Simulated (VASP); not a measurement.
Wanted: the native input for a VASP 6.6.1 run.

* Task: relaxation of cell and atoms
* Functional: PBE
* Potentials or basis: VASP PAW PBE potentials, release 64 (Al, N)
* Cutoff: 600 eV
* k mesh: 10 × 10 × 10
* Occupations: gaussian, width 0.02 eV
* Spin: no spin polarisation
* Dipole correction: no
* Further INCAR settings: ALGO = Normal; EDIFF = 1e-06; IBRION = 2; EDIFFG = -0.01; NSW = 100; ISIF = 3

The structure of AlN lies in POSCAR:

```
AlN
1.0
    0.0000000000      2.0353764639      2.0353764639
    2.0353764639      0.0000000000      2.0353764639
    2.0353764639      2.0353764639      0.0000000000
Al N
1 1
Direct
    0.0000000000      0.0000000000      0.0000000000
    0.5000000000      0.5000000000      0.5000000000
```

The cell was built by a generator and needn't be a form met in nature.

One way to write it, as run:

INCAR

```
PREC     = Accurate       # precision mode
ENCUT    = 600            # plane-wave cutoff, eV
EDIFF    = 1E-6           # SCF threshold, eV
ISMEAR   = 0              # smearing method
SIGMA    = 0.02           # smearing width, eV
LREAL    = False          # projectors in reciprocal space
LASPH    = True           # aspherical terms in the spheres
NELM     = 60             # most SCF steps
ALGO     = Normal         # electronic algorithm
ISIF     = 3              # what is computed and relaxed
LWAVE    = False          # write WAVECAR
LCHARG   = False          # write CHGCAR
GGA      = PE             # functional
IBRION   = 2              # ionic algorithm
NSW      = 100            # ionic steps
EDIFFG   = -0.01          # ionic threshold
```

KPOINTS

```
regular mesh
0
Gamma
  10 10 10
```

Potentials or basis: VASP PAW PBE potentials, release 64 (Al, N).

Launch:

```console
$ cat potpaw_PBE.64/Al/POTCAR potpaw_PBE.64/N/POTCAR > POTCAR
$ mpirun -np 1 vasp_std > vasp.out
```

Results of the run:

The relaxed volume is 8.42 Å³/atom, the relaxed cell is a = 2.877 Å, b = 2.877 Å, c = 2.877 Å, α = 60.00°, β = 60.00°, γ = 60.00° and the space group after relaxing (to 0.05 Å) is Fm-3m (No. 225). The energy gained by relaxing is 0.0 meV/atom and the ionic steps are 3. The pressure after relaxing is 0.0 GPa and the band gap on the k mesh is 4.43 eV, indirect (least direct gap 5.41 eV).

Wall time 6.9 s on 1 thread of Intel(R) Xeon(R) Platinum 8488C (Sapphire Rapids) (shared host), peak memory 0.13 GiB.
